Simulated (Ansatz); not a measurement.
The system is SrO.

```
CELL_PARAMETERS angstrom
0.00000 2.56630 2.56630
2.56630 0.00000 2.56630
2.56630 2.56630 0.00000
ATOMIC_POSITIONS crystal
Sr 0.50000 0.50000 0.50000
O 0.00000 0.00000 0.00000
```

Base run:

```yaml
Program: Ansatz 0.2.0
Functional: PBE
Potentials_or_basis: all-electron LAPW, scalar-relativistic
Cutoff: 217 eV (chosen from the basis error)
Basis_error_allowed: 0.001 eV/atom
k_mesh: 9 × 9 × 9
Occupations: fermi-dirac, width 0.05 eV
Spin: no spin polarisation
```

Its results: band gap on the k mesh 3.37 eV, indirect (least direct gap 3.45 eV); pressure 3.3 GPa.

Task: The run is repeated on the same cell with these changes: functional from PBE to RPBE. What comes out?

Result: Band gap on the k mesh 3.49 eV, indirect (least direct gap 3.57 eV); pressure 6.4 GPa.

RPBE binds less tightly than PBE, so the same cell stands under more pressure.

A k mesh can miss the band edges.
